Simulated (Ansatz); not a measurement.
# Effective masses and thermopower of LaAlO3 under load (space group R-3m)

```
CELL_PARAMETERS angstrom
      3.77573     0.00797     0.00797
      0.00797     3.77573     0.00797
      0.00797     0.00797     3.77573
ATOMIC_POSITIONS crystal
  La 0.50000 0.50000 0.50000
  Al 0.00000 0.00000 0.00000
  O  0.00000 0.50000 0.00000
  O  0.50000 0.00000 0.00000
  O  0.00000 0.00000 0.50000
```

Calculation: PBEsol with spin-orbit coupling, rigid bands (plane waves, PAW; Ansatz, an electronic-structure program). Condition of this run: uniaxial stress along [111] of -2 GPa (compression positive) (the target of the relaxation). Cell: cell and atoms relaxed with PBEsol, then loaded as said.

The band gap comes out as 3.42 eV and the electron conductivity mass (300 K, dilute) is 0.57 mₑ. The hole conductivity mass (300 K, dilute) comes out as 1.57 mₑ. The effective density of states N_c (300 K) is 2.0e19 cm⁻³, the effective density of states N_v (300 K) is 3.5e20 cm⁻³ and the density-of-states mass, electrons comes out as 0.86 mₑ. The density-of-states mass, holes is 5.8 mₑ and the Seebeck coefficient, n-type 1e19 cm⁻³, 300 K is -281 μV/K. The best n-type power factor at 300 K for τ = 10 fs (best axis; densities from 1e16 to 1e21 cm⁻³ tried, whether or not they can be reached) is 5.9 μW/(cm·K²) at 1e20 cm⁻³ and the Seebeck coefficient, p-type 1e19 cm⁻³, 300 K comes out as 553 μV/K.

Rigid bands; masses and Seebeck coefficients take one relaxation time τ for all states and one kind of carrier; polarons and phonon drag are left out.
